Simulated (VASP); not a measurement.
Crystal: B.

```
B
1.0
     2.44920    1.41404    4.17472
    -2.44920    1.41404    4.17472
     0.00000   -2.82809    4.17472
B
12
Direct
  0.00997 0.65429 0.00997
  0.00997 0.00997 0.65429
  0.65429 0.00997 0.00997
  0.34571 0.99003 0.99003
  0.99003 0.34571 0.99003
  0.99003 0.99003 0.34571
  0.22057 0.63163 0.22057
  0.22057 0.22057 0.63163
  0.63163 0.22057 0.22057
  0.36837 0.77943 0.77943
  0.77943 0.36837 0.77943
  0.77943 0.77943 0.36837
```

| Item | Value |
| --- | --- |
| Program | VASP 6.6.1 |
| Task | relaxation of cell and atoms |
| Functional | RPBE |
| Potentials or basis | VASP PAW PBE potentials, release 64 (B) |
| Cutoff | 600 eV |
| k mesh | 6 × 6 × 6 |
| Occupations | gaussian, width 0.02 eV |
| Spin | no spin polarisation |

At the start: pressure 4.9 GPa; volume 7.23 Å³/atom.

Q: Where does the relaxation end?

A: Over 8 steps the energy falls by 2.4 meV/atom and the volume is 7.37 Å³/atom (+1.9 %); space group R-3m (No. 166, to 0.05 Å).

Step by step:
```
step  energy change (eV)  largest force (eV/Å)  pressure (GPa)  volume (Å³)
   1              0.0000                0.2465            4.90        86.75
   2             -0.0045                0.3416           -3.61        89.55
   3             -0.0271                0.0777            0.33        88.20
   4             -0.0279                0.0954           -0.11        88.48
   5             -0.0283                0.0336            0.05        88.37
   6             -0.0284                0.0189           -0.01        88.43
   7             -0.0285                0.0064            0.00        88.42
   8             -0.0285                0.0015            0.00        88.42
```

Final structure:
```yaml
crystal:
  lattice:
    - [2.46299, 1.42201, 4.20757]
    - [-2.46299, 1.42201, 4.20757]
    - [0.00000, -2.84401, 4.20757]
  atoms:
    - { symbol: B, position: [0.01024, 0.65389, 0.01024] }
    - { symbol: B, position: [0.01024, 0.01024, 0.65389] }
    - { symbol: B, position: [0.65389, 0.01024, 0.01024] }
    - { symbol: B, position: [0.34611, 0.98976, 0.98976] }
    - { symbol: B, position: [0.98976, 0.34611, 0.98976] }
    - { symbol: B, position: [0.98976, 0.98976, 0.34611] }
    - { symbol: B, position: [0.22096, 0.63067, 0.22096] }
    - { symbol: B, position: [0.22096, 0.22096, 0.63067] }
    - { symbol: B, position: [0.63067, 0.22096, 0.22096] }
    - { symbol: B, position: [0.36933, 0.77904, 0.77904] }
    - { symbol: B, position: [0.77904, 0.36933, 0.77904] }
    - { symbol: B, position: [0.77904, 0.77904, 0.36933] }
```

Caveat: the PAW data sets were made with another functional, which shifts forces and pressure a little.
